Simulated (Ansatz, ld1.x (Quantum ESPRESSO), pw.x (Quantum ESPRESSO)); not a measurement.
**From atom to crystal: PAW potential for Al (Z = 13)**

ld1.x (Quantum ESPRESSO) 7.5 input, shortened:

```
&input
   title='Al', zed=13., rel=1, dft='PBE', iswitch=3,
   config='[Ne] 3s2 3p1 3d-2'
 /
 &inputp
   pseudotype=3, lpaw=.true., tm=.true., lloc=-2, rcloc=1.56,
   nlcc=.true., rcore=1.60,
   which_augfun='PSQ', rmatch_augfun_nc=.true.
 /
6
3S  1  0   2.00   0.00  2.12  2.36  0.0
3S  1  0   0.00   0.15  2.12  2.36  0.0
3P  2  1   1.00   0.00  1.28  1.76  0.0
3P  2  1   0.00   0.75  1.28  1.76  0.0
3D  3  2  -2.00   0.05  1.56  1.94  0.0
3D  3  2  -2.00   1.50  1.56  1.94  0.0
 &test
   configts(1)='3s2 3p1'
 /
```

Atomic tests: cutoffs needed: 6 Ry and 12 Ry (the cutoffs (Ry, on a coarse ladder) from which the occupation-weighted sum of valence levels, in a spherical-Bessel basis at the reference potential, stays within 10 and 1 mRy of its value at 400 Ry); ghost test: no extra level below or beside the all-electron valence levels (s, p, d, f tested) (spherical-Bessel basis up to 400 Ry, 20 bohr box); largest excitation error: -18 meV (all-electron minus pseudo) for 3s1 3p0, out of 7 test configurations.

Crystal test: bcc Al in pw.x 7.5, no spin, 14³ k-points, Fermi–Dirac smearing 0.01 Ry, cutoffs 40/360 Ry. The reference is all-electron LAPW (Ansatz 0.2.0) with the same functional, mesh and smearing; V0 and B0 come from Birch–Murnaghan fits to the pressures at five volumes. Errors are pseudo minus all-electron; Δ is the rms difference of the E(V) curves that follow from these fits, minima aligned, over ±6 % about the mean V0. Mesh and smearing are coarse, so the numbers serve the comparison and aren't converged zero-temperature values; the lattice is a test structure that the element need not adopt.

| V (Å³/atom) | P all-electron (GPa) | P pseudo (GPa) |
| --- | --- | --- |
| 16.098 | 4.02 | 4.08 |
| 16.521 | 1.91 | 1.95 |
| 16.945 | 0.07 | 0.10 |
| 17.369 | -1.53 | -1.52 |
| 17.792 | -2.94 | -2.94 |

All-electron: a0 = 3.237 Å (V0 = 16.96 Å³/atom), B0 = 68.4 GPa.

Pseudopotential: mean pressure error (GPa): +0.03; a0 (Å): 3.238; a0 error (%): +0.01; B0 error (%): +0.6; Δ (meV/atom): 0.1.

**Question.** At the middle volume, how do free energy and pressure move when the wave cutoff is lowered (ecutrho held at 360 Ry)?

**Answer.**

```
cutoff (Ry)  shift of F (meV/atom)  shift of P (GPa)
         18                   +5.4             -0.06
         24                   +1.6             -0.01
         32                   +0.3             -0.01
```

The run at the middle volume (104 k-points, 6 iterations) took about 8.6 s on one core of a shared host (Neoverse-V1, 32 threads, 247 GiB, load 19).
